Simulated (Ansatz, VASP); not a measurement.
**CdTe in VASP and in Ansatz**

```
Cd Te
1.0
     3.19840    3.19840    0.00000
    -3.19840    3.19840    0.00000
     0.00000    3.19840    3.19840
Cd Te
1 1
Direct
  0.00000 0.00000 0.00000
  0.75000 0.25000 0.50000
```

Alike in both runs: task single point; functional PBEsol; k mesh 6 × 6 × 6; non-collinear spin, spin-orbit coupling.

```csv
,VASP,Ansatz
version,VASP 6.6.1,Ansatz 0.2.0
potentials or method,"VASP PAW PBE potentials, release 64 (Cd, Te), cutoff 520 eV",all-electron LAPW
occupations,"gaussian, width 0.01 eV",fixed
```

VASP gave:

- gap on the k mesh at the Fermi level (eV): 0.51
- pressure (GPa): 2.2
- net moment per atom (μB): 0.00

Estimate Ansatz's values.

gap on the k mesh at the Fermi level (eV): 0.50; pressure (GPa): 2.0; net moment per atom (μB): 0.00.

Ansatz ran all-electron here, so the differences hold the error of VASP's frozen core and of both bases.

Caveats: the PAW data sets were made with another functional, which shifts forces and pressure a little (VASP).
